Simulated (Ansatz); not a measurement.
Space group F-43m (No. 216). a = 5.728 Å, b = 5.728 Å, c = 5.728 Å, α = 90.00°, β = 90.00°, γ = 90.00°
```json
{"atom": "Al", "site": "4a", "symmetry": "-43m", "x": "0.0000", "y": "0.0000", "z": "0.0000"}
{"atom": "As", "site": "4d", "symmetry": "-43m", "x": "0.2500", "y": "0.2500", "z": "0.7500"}
```

Equation of state of this AlAs structure (not necessarily the ground state), with shape and atoms relaxed at each volume where symmetry leaves them free. Method: DFT PBE, scalar-relativistic, plane waves, PAW in Ansatz.

Plane waves to 420 eV, a k mesh through Γ of 8×8×8 on the computed 2-atom cell and Gaussian smearing (0.02 eV); no spin polarisation.

```tsv
V (Å³/atom)	E − E(largest V) (meV/atom)	P (GPa)	gap on mesh (eV)
20.669	48.23	11.33	1.27
21.373	6.37	7.80	1.34
22.078	-21.13	4.79	1.40
22.783	-36.39	2.22	1.45
23.487	-41.21	0.03	1.50
24.192	-37.12	-1.84	1.55
24.896	-25.44	-3.43	1.34
25.836	0.00	-5.18	1.07
```

Task: Fit a third-order Birch–Murnaghan equation to E(V).

Result: V0 = 23.50 Å³/atom, B0 = 67 GPa, B0' = 4.3.